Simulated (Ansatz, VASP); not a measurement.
**MgO: VASP beside Ansatz**

File INCAR:

```
SYSTEM = MgO
  PREC = Accurate
  ENCUT = 520
  EDIFF = 1E-6
  ISMEAR = 0
  SIGMA = 0.028999999999999998
  LREAL = .False.
  LASPH = .True.
  NELM = 100
  ALGO = Normal
  ISIF = 2
  LWAVE = .False.
  LCHARG = .False.
  GGA = PE
  NBANDS = 11
```

File KPOINTS:

```
Automatic mesh
0
Gamma
  11 11 11
  0 0 0
```

POSCAR

```
MgO
1.0
    0.0000000000      2.0970013927      2.0970013927
    2.0970013927      0.0000000000      2.0970013927
    2.0970013927      2.0970013927      0.0000000000
Mg O
1 1
Direct
    0.0000000000      0.0000000000      0.0000000000
    0.5000000000      0.5000000000      0.5000000000
```

input.yaml

```yaml
crystal:
  lattice:
    - [0.0, 2.0970013927, 2.0970013927]
    - [2.0970013927, 0.0, 2.0970013927]
    - [2.0970013927, 2.0970013927, 0.0]
  atoms:
    - { symbol: Mg, position: [0.0, 0.0, 0.0] }
    - { symbol: O, position: [0.5, 0.5, 0.5] }
kpoints:
  mp_grid: { grid: [11, 11, 11] }
scf:
  occupations: { method: gaussian, width: 0.029 }
hamiltonian:
  xc: pbe
  pseudopotentials: { kind: all_electron, lapw: { basis_error: 0.001 } }
output:
  forces: true
  stress: true
  eigenvalues: true
```

The cell is a database's computed one.

Alike in both runs: task single point; functional PBE; k mesh 11 × 11 × 11; occupations gaussian, width 0.029 eV; no spin polarisation.

|  | VASP | Ansatz |
| --- | --- | --- |
| version | VASP 6.6.1 | Ansatz 0.2.0 |
| potentials or method | VASP PAW PBE potentials, release 64 (Mg, O) | all-electron LAPW, scalar-relativistic |
| plane-wave cutoff (eV) | 520 | see its input |

|  | VASP | Ansatz | Ansatz less VASP |
| --- | --- | --- | --- |
| gap on the k mesh at the Fermi level (eV) | 4.85 | 4.86 | +0.011 |
| least direct gap on the mesh (eV) | 4.85 | 4.86 | +0.011 |
| pressure (GPa) | 6.2 | 7.0 | +0.79 |

Ansatz ran all-electron here, so the differences hold the error of VASP's frozen core and of both bases.
